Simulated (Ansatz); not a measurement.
**Ta, omega (AlB2-type): geometry optimisation**

These are results of DFT, revPBE, plane waves (420 eV) with PAW, scalar-relativistic (Ansatz 0.2.0), not measurements. (PAW data from PBE, frozen cores regenerated.)

k-point mesh 8×8×11, Fermi-Dirac smearing 0.1 eV, no spin polarisation. Cell and atoms relax.

Starting structure:

```xyz
3
Lattice="4.6735 0.0000 0.0000 -2.3368 4.0474 0.0000 0.0000 0.0000 2.8649" Properties=species:S:1:pos:R:3 pbc="T T T"
Ta    0.0000    0.0000    0.0000
Ta    0.0000    2.6983    1.4324
Ta    2.3368    1.3491    1.4324
```

The pressure at the start is 9.0 GPa. By how much does the volume change?

From 18.06 to 18.89 Å³ per atom, 4.6 %. The final cell has a = 4.885 Å, c = 2.743 Å (c/a = 0.562).

How much energy does the relaxation gain?

109.2 meV per atom.
